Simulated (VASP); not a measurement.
# AlN (P1) in VASP: a series of runs

The runs below take AlN through single point, with LDA.

All numbers are computed with VASP 6.6.1; they aren't measurements. Logs are shortened: lines on timing, memory, paths and dates and some standing lists are left out, and cuts for length are marked.

## 1. The cell of the first run

The typed cell holds 4 atoms: a = 3.180 Å, b = 3.381 Å, c = 4.114 Å, α = 79.37°, β = 96.21°, γ = 117.65°.

The cell comes from a database or a generator and needn't be the stable form of this composition.

## 2. Single point, LDA

File INCAR:

```
PREC = Accurate
ENCUT = 520
EDIFF = 1E-6
ISMEAR = -1
SIGMA = 0.2
LREAL = F
LASPH = T
NELM = 100
ALGO = Fast
ISIF = 2
LWAVE = F
LCHARG = F
NBANDS = 16
```

File KPOINTS:

```
Automatic mesh
0
Gamma
  12 12 6
```

File POSCAR:

```
AlN
1.0
    3.1751760505      0.0183037581     -0.1752145167
   -1.5717365057      2.9774470775      0.3077114097
   -0.2215266266      0.3213316108      4.0951856664
Al N
2 2
Direct
    0.3900769106      0.6924237072      0.7530749914
    0.6645595449      0.3035863511      0.2541139748
    0.3434964907      0.6850291518      0.2438938984
    0.6018670537      0.3189607899      0.7489171354
```

Potentials or basis: VASP PAW LDA potentials, release 64 (Al, N).

Command:

```console
> cat potpaw_LDA.64/Al/POTCAR potpaw_LDA.64/N/POTCAR > POTCAR
> mpirun -np 1 vasp_std > vasp.out
```

OUTCAR:

```text
PREC = Accurate
   ENCUT = 520
   EDIFF = 1E-6
   ISMEAR = -1
   LREAL = F
   LASPH = T
   NELM = 100
   ISIF = 2

 ion  position               nearest neighbor table
   1  0.390  0.692  0.753-   4 1.69   4 1.90   3 2.04   3 2.09   4 2.22   2 2.53   2 2.53   2 2.90
                             2 2.92   2 2.96   2 3.03
   2  0.665  0.304  0.254-   3 1.86   3 1.93   3 1.97   4 2.06   4 2.08   1 2.53   1 2.53   1 2.90
                             1 2.92   1 2.96   1 3.03
   3  0.343  0.685  0.244-   2 1.86   2 1.93   2 1.97   1 2.04   1 2.09
   4  0.602  0.319  0.749-   1 1.69   1 1.90   2 2.06   2 2.08   1 2.22

  LATTYP: Found a triclinic cell.
 ALAT       =     7.7606013541
 B/A-ratio  =     0.4356444319
 C/A-ratio  =     1.0944730403
 COS(alpha) =     0.0048812844
 COS(beta)  =     0.6067311532
 COS(gamma) =     0.7788680982

  Lattice vectors:

 A1 = (  -0.1898235875,   6.2945295239,   4.5353939691)
 A2 = (  -1.5717365057,   2.9774470775,   0.3077114097)
 A3 = (   2.7321227973,   0.6609669797,   8.0151568161)

Analysis of symmetry for initial positions (statically):
=====================================================================
 Subroutine PRICEL returns:
 Original cell was already a primitive cell.

 Routine SETGRP: Setting up the symmetry group for a
 triclinic supercell.

 Subroutine GETGRP returns: Found  1 space group operations
 (whereof  1 operations were pure point group operations)
 out of a pool of  2 trial point group operations.

The static configuration has the point symmetry C_1 .

Analysis of symmetry for dynamics (positions and initial velocities):
=====================================================================
 Subroutine PRICEL returns:
 Original cell was already a primitive cell.

 Routine SETGRP: Setting up the symmetry group for a
 triclinic supercell.

 Subroutine GETGRP returns: Found  1 space group operations
 (whereof  1 operations were pure point group operations)
 out of a pool of  2 trial point group operations.

The dynamic configuration has the point symmetry C_1 .

 Subroutine INISYM returns: Found  1 space group operations
 (whereof  1 operations are pure point group operations),
 and found     1 'primitive' translations

----------------------------------------------------------------------------------------

                                     Primitive cell

  volume of cell :      38.4911

  direct lattice vectors                    reciprocal lattice vectors
     3.175176051  0.018303758 -0.175214517     0.314210950  0.165450938  0.004014830
    -1.571736506  2.977447077  0.307711410    -0.003410121  0.336808378 -0.026612374
    -0.221526627  0.321331611  4.095185666     0.013699905 -0.018228813  0.246360597

  length of vectors
     3.180059450  3.380862768  4.113742055     0.355131881  0.337875318  0.247413664

  position of ions in fractional coordinates (direct lattice)
     0.390076911  0.692423707  0.753074991
     0.664559545  0.303586351  0.254113975
     0.343496491  0.685029152  0.243893898
     0.601867054  0.318960790  0.748917135

  ion indices of the primitive-cell ions
   primitive index   ion index
                 1           1
                 2           2
                 3           3
                 4           4

----------------------------------------------------------------------------------------

 KPOINTS: Automatic mesh

Automatic generation of k-mesh.
 Grid dimensions read from file:
 generate k-points for:   12   12    6

 Generating k-lattice:

  Cartesian coordinates                     Fractional coordinates (reciprocal lattice)
     0.026184246  0.013787578  0.000334569     0.083333333  0.000000000  0.000000000
    -0.000284177  0.028067365 -0.002217698    -0.000000000  0.083333333  0.000000000
     0.002283317 -0.003038136  0.041060100    -0.000000000  0.000000000  0.166666667

  Length of vectors
     0.029594323  0.028156277  0.041235611

  Shift w.r.t. Gamma in fractional coordinates (k-lattice)
     0.000000000  0.000000000  0.000000000

 Subroutine IBZKPT returns following result:
 ===========================================

 Found    436 irreducible k-points:

 Following reciprocal coordinates:
            Coordinates               Weight
  0.000000  0.000000  0.000000      1.000000
  0.083333 -0.000000  0.000000      2.000000
  0.166667 -0.000000  0.000000      2.000000
  0.250000  0.000000  0.000000      2.000000
  0.333333 -0.000000 -0.000000      2.000000
  0.416667  0.000000  0.000000      2.000000
[... 16 lines left out ...]
  0.250000  0.166667 -0.000000      2.000000
  0.333333  0.166667  0.000000      2.000000
 [... further k-points ...]
   k-points           NKPTS =    436   k-points in BZ     NKDIM =    436   number of bands    NBANDS=     16
   number of dos      NEDOS =    301   number of ions     NIONS =      4
   total plane-waves  NPLWV =  21504
   dimension x,y,z NGX =    24 NGY =   28 NGZ =   32
   dimension x,y,z NGXF=    48 NGYF=   56 NGZF=   64
   ions per type =               2   2
   NGX,Y,Z   is equivalent  to a cutoff of  12.55, 13.77, 12.93 a.u.
   NGXF,Y,Z  is equivalent  to a cutoff of  25.09, 27.54, 25.86 a.u.
 SYSTEM =  unknown system
   PREC   = accura    normal or accurate (medium, high low for compatibility)
   ISTART =      0    job   : 0-new  1-cont  2-samecut
   ICHARG =      2    charge: 1-file 2-atom 10-const
   ISPIN  =      1    spin polarized calculation?
   LNONCOLLINEAR =      F non collinear calculations
   LSORBIT =      F    spin-orbit coupling
   LASPH  =      T    aspherical Exc in radial PAW
   ENCUT  =  520.0 eV  38.22 Ry    6.18 a.u.   5.91  6.29  7.65*2*pi/ulx,y,z
   NELM   =    100;   NELMIN=  2; NELMDL= -5     # of ELM steps
   EDIFF  = 0.1E-05   stopping-criterion for ELM
   LREAL  =      F    real-space projection
   EDIFFG = 0.1E-04   stopping-criterion for IOM
   NSW    =      0    number of steps for IOM
   IBRION =     -1    ionic relax: 0-MD 1-quasi-New 2-CG
   NFREE  =      0    steps in history (QN), initial steepest desc. (CG)
   ISIF   =      2    stress and relaxation
   ISYM   =      2    0-nonsym 1-usesym 2-fastsym
   POTIM  = 0.5000    time-step for ionic-motion
   TEBEG  =    0.0;   TEEND  =   0.0 temperature during run
   PSTRESS=    0.0 pullay stress
   NELECT =      16.0000    total number of electrons
   NUPDOWN=      -1.0000    fix difference up-down
   EMIN   =  10.00;   EMAX   =-10.00  energy-range for DOS
   EFERMI =   0.00;   METHOD = LEGACY
   ISMEAR =    -1;   SIGMA  =   0.20  broadening in eV -4-tet -1-fermi 0-gaus
   EFERMI_NEDOS =   21; number of points for ismear=-14 and -15
   IALGO  =     68    algorithm
   IMIX   =      4    mixing-type and parameters
     AMIX     =   0.40;   BMIX     =  1.00
     AMIX_MAG =   1.60;   BMIX_MAG =  1.00
  volume/ion in A,a.u.               =       9.62        64.94
  Fermi-wavevector in a.u.,A,eV,Ry     =   1.221785  2.308839 20.310211  1.492758
  Thomas-Fermi vector in A             =   2.356955
   LORBIT       =      0    0 simple, 1 ext, 2 COOP (PROOUT), +10 PAW based schemes
   GGA     = CA    functional components
   LHFCALC =     F    Hartree Fock is set to
   AEXX    =    0.0000 exact exchange contribution
   IVDW    =     0    specifies the selected vdW correction
   LEPSILON=     F    determine dielectric tensor
   LRPA    =     F    only Hartree local field effects (RPA)
 non-spin polarized calculation
 RMM-DIIS sequential band-by-band and
  energy-cutoff  :      520.00
  volume of cell :       38.49
 maximum number of plane-waves:      1052
   NGX = 11   NGY = 13   NGZ = 15

 number of electron      16.0000001 magnetization

 Free energy of the ion-electron system (eV)
  ---------------------------------------------------
  ext. energy  EPLUGINS =         0.00000000
  ---------------------------------------------------
  free energy    TOTEN  =       -30.55217234 eV

  energy without entropy =      -30.55148359  energy(sigma->0) =      -30.55182797

 E-fermi :   9.8887     XC(G=0): -11.6517

 val. band max:        8.7489187341   @ k =   0.0000   0.0000   0.0000
 cond. band min:      10.6483906383   @ k =   0.0000   0.0000   0.0000
 fundamental gap:      1.8994719043
 Fermi energy:         9.8886832502

 k-point     1 :       0.0000    0.0000    0.0000
  band No.  band energies     occupation
      1      -8.8030      2.00000
      2      -4.6253      2.00000
      3       1.1137      2.00000
      4       4.0258      2.00000
      5       5.3285      2.00000
      6       5.8850      2.00000
[... 8 lines left out ...]
     15      19.3430      0.00000
     16      20.1972      0.00000

 k-point     2 :       0.0833   -0.0000    0.0000
  band No.  band energies     occupation
      1      -8.7221      2.00000
      2      -4.6174      2.00000
      3       1.1952      2.00000
      4       3.9369      2.00000
      5       4.9718      2.00000
      6       5.7384      2.00000
[... 8 lines left out ...]
     15      19.0766      0.00000
     16      20.2757      0.00000

 k-point     3 :       0.1667   -0.0000    0.0000
  band No.  band energies     occupation
      1      -8.4867      2.00000
      2      -4.6069      2.00000
      3       1.4331      2.00000
      4       3.6759      2.00000
      5       4.0628      2.00000
      6       5.5631      2.00000
[... 8 lines left out ...]
     15      18.8754      0.00000
     16      20.7407      0.00000

 k-point     4 :       0.2500    0.0000    0.0000
  band No.  band energies     occupation
      1      -8.1208      2.00000
      2      -4.6298      2.00000
      3       1.8046      2.00000
      4       2.8743      2.00000
      5       3.5387      2.00000
      6       5.3387      2.00000
[... 8 lines left out ...]
     15      19.5164      0.00000
     16      20.6944      0.00000

 k-point     5 :       0.3333   -0.0000   -0.0000
  band No.  band energies     occupation
      1      -7.6769      2.00000
      2      -4.7273      2.00000
      3       1.9877      2.00000
      4       2.2647      2.00000
      5       3.2956      2.00000
      6       4.9959      2.00000
[... 8 lines left out ...]
     15      20.3142      0.00000
     16      20.6923      0.00000

 k-point     6 :       0.4167    0.0000    0.0000
  band No.  band energies     occupation
      1      -7.2627      2.00000
      2      -4.8909      2.00000
      3       1.4128      2.00000
      4       2.6932      2.00000
      5       3.1390      2.00000
      6       4.7256      2.00000
[... 8 lines left out ...]
     15      20.1573      0.00000
     16      21.9269      0.00000
[... 267 lines left out ...]
 k-point    21 :       0.0833    0.1667    0.0000
  band No.  band energies     occupation
      1      -8.2873      2.00000
      2      -4.7343      2.00000
      3       1.6130      2.00000
      4       2.8402      2.00000
      5       4.1608      2.00000
      6       5.0101      2.00000
[... 8 lines left out ...]
     15      19.3565      0.00000
     16      20.7614      0.00000

 k-point    22 :       0.1667    0.1667    0.0000
  band No.  band energies     occupation
      1      -7.9498      2.00000
      2      -4.7846      2.00000
      3       1.9356      2.00000
      4       2.4752      2.00000
      5       3.4161      2.00000
      6       4.7575      2.00000
[... 8 lines left out ...]
     15      19.9024      0.00000
     16      20.8654      0.00000

 k-point    23 :       0.2500    0.1667   -0.0000
  band No.  band energies     occupation
      1      -7.5264      2.00000
      2      -4.8909      2.00000
      3       1.8986      2.00000
      4       2.3481      2.00000
      5       3.0823      2.00000
      6       4.5038      2.00000
[... 8 lines left out ...]
     15      20.4383      0.00000
     16      21.0056      0.00000

 k-point    24 :       0.3333    0.1667    0.0000
  band No.  band energies     occupation
      1      -7.1081      2.00000
      2      -5.0498      2.00000
      3       1.3654      2.00000
      4       2.6938      2.00000
      5       3.1500      2.00000
      6       4.2712      2.00000
[... 8 lines left out ...]
     15      20.6247      0.00000
     16      21.6628      0.00000

 [... further k-points ...]

------------------------ aborting loop because EDIFF is reached ----------------------------------------

  FORCE on cell =-STRESS in cart. coord.  units (eV):
  Direction    XX          YY          ZZ          XY          YZ          ZX
  --------------------------------------------------------------------------------------
  -------------------------------------------------------------------------------------
  Total        2.2109941      0.8071920      1.4089467     -4.2672532     -9.7703705      5.2580770
  in kB       92.0318140     33.5990676     58.6468863   -177.6228418   -406.6880693    218.8655169
  external PRESSURE =      61.4259226 kB  Pullay stress =       0.0000000 kB

 VOLUME and BASIS-vectors are now :
 -----------------------------------------------------------------------------
  energy-cutoff  :      520.00
  volume of cell :       38.49
      direct lattice vectors                 reciprocal lattice vectors
     3.175176051  0.018303758 -0.175214517     0.314210950  0.165450938  0.004014830
    -1.571736506  2.977447077  0.307711410    -0.003410121  0.336808378 -0.026612374
    -0.221526627  0.321331611  4.095185666     0.013699905 -0.018228813  0.246360597

 POSITION                                       TOTAL-FORCE (eV/Angst)
 -----------------------------------------------------------------------------------
     -0.01657      2.31078      3.22870        -4.466917      1.335804      0.385779
      1.57664      0.99773      1.01762        -0.113578      1.529570     -0.256798
     -0.04005      2.12430      1.14940        -0.473160     -1.186422     -0.135965
      1.24381      1.20136      3.05965         5.053655     -1.678952      0.006984
 -----------------------------------------------------------------------------------
    total drift:                               -0.000050      0.000007     -0.000100

  FREE ENERGIE OF THE ION-ELECTRON SYSTEM (eV)
  ---------------------------------------------------
  free  energy   TOTEN  =       -30.5521723433 eV

  energy  without entropy=      -30.5514835908  energy(sigma->0) =      -30.55182797
```

Wall time 2.5 min (1 thread of AMD EPYC 9R14 (Zen 4), shared host); peak memory 0.28 GiB.

What came out:

* Free energy: -30.5522 eV
* Pressure: 6.1 GPa
* Largest force: 5.325 eV/Å
* Band gap on the k mesh: 1.90 eV, direct

Forces in eV/Å, atoms in the order of the input:
```
Al  -4.467  1.336  0.386
Al  -0.114  1.530 -0.257
N   -0.473 -1.186 -0.136
N    5.054 -1.679  0.007
```

Levels at points of the mesh, in eV from the valence-band top:
```
           k point  band 6  band 7  band 8  band 9  band 10  band 11
(0.00, 0.00, 0.00)   -2.86   -2.09    0.00    1.90     3.57     6.96
(0.50, 0.00, 0.00)   -4.11   -3.95   -1.37    3.06     3.65     5.64
(0.00, 0.50, 0.00)   -4.15   -3.83   -1.49    3.53     5.73     6.04
(0.50, 0.50, 0.00)   -4.03   -3.77   -1.97    2.33     5.43     6.65
(0.00, 0.00, 0.50)   -3.17   -2.43   -2.13    3.78     4.80     6.30
(0.50, 0.00, 0.50)   -4.60   -2.48   -2.17    4.23     4.62     8.47
(0.00, 0.50, 0.50)   -3.34   -2.65   -0.94    3.79     4.28     7.28
(0.50, 0.50, 0.50)   -3.91   -2.95   -1.20    2.64     4.26     6.63
```

Caveat: forces of over 1 eV/Å show positions far from the minimum, so gaps and moduli don't describe the material at rest.

## 3. Single point, LDA (all atoms moved at random (sigma 0.03 Å a component))

File INCAR:

```
SYSTEM = AlN
ALGO = Fast
EDIFF = 1E-7
ENCUT = 520
ISIF = 2
ISMEAR = -1
LASPH = .True.
LCHARG = .False.
LREAL = .False.
LWAVE = .False.
NBANDS = 16
NELM = 100
PREC = Accurate
SIGMA = 0.2
```

File KPOINTS:

```
k-points
0
Gamma
  12 12 6
  0 0 0
```

File POSCAR:

```
AlN
1.0
    3.3121157418      0.0000000000      0.0000000000
   -1.6560578709      2.8683763727      0.0000000000
    0.0000000000      0.0000000000      4.1875630000
Al N
2 2
Direct
    0.3431102471      0.6700407638      0.7507319625
    0.6661604154      0.3417525163      0.2472221936
    0.3219199377      0.6506469394      0.2431208080
    0.6688093999      0.3375597805      0.7589250359
```

Potentials or basis: VASP PAW LDA potentials, release 64 (Al, N).

Command:

```console
> cat potpaw_LDA.64/Al/POTCAR potpaw_LDA.64/N/POTCAR > POTCAR
> mpirun -np 1 vasp_std > vasp.out
```

Wall time 3 min (1 thread of AMD EPYC 9R14 (Zen 4), shared host); peak memory 0.29 GiB.

It converged, with:

| Quantity | Value |
| --- | --- |
| Free energy | -32.3758 eV |
| Pressure | -7.5 GPa |
| Largest force | 1.214 eV/Å |
| Band gap on the k mesh | 3.29 eV, direct |

Forces on the atoms (eV/Å):
```
Al  -0.490 -0.059  0.006
Al   0.170 -0.806  0.019
N    0.049  1.011  0.670
N    0.271 -0.146 -0.695
```

Stress tensor (GPa, compression positive):
```
 -3.95  -1.22   0.07
 -1.22 -10.73   0.06
  0.07   0.06  -7.90
```

Levels at points of the mesh, in eV from the valence-band top:
| k point | band 6 | band 7 | band 8 | band 9 | band 10 | band 11 |
| --- | --- | --- | --- | --- | --- | --- |
| (0.00, 0.00, 0.00) | -1.63 | -1.54 | 0.00 | 3.29 | 4.29 | 7.94 |
| (0.50, 0.00, 0.00) | -4.34 | -2.96 | -1.44 | 3.70 | 6.98 | 7.20 |
| (0.00, 0.50, 0.00) | -4.12 | -2.69 | -1.49 | 3.80 | 6.76 | 6.96 |
| (0.50, 0.50, 0.00) | -4.38 | -2.99 | -1.37 | 3.72 | 7.00 | 7.11 |
| (0.00, 0.00, 0.50) | -2.51 | -2.39 | -2.26 | 5.50 | 5.66 | 8.09 |
| (0.50, 0.00, 0.50) | -3.08 | -1.70 | -1.61 | 4.85 | 4.93 | 9.01 |
| (0.00, 0.50, 0.50) | -3.15 | -1.87 | -1.79 | 5.07 | 5.18 | 8.87 |
| (0.50, 0.50, 0.50) | -3.04 | -1.72 | -1.63 | 4.84 | 4.93 | 8.94 |

Caveat: forces of over 1 eV/Å show positions far from the minimum, so gaps and moduli don't describe the material at rest.
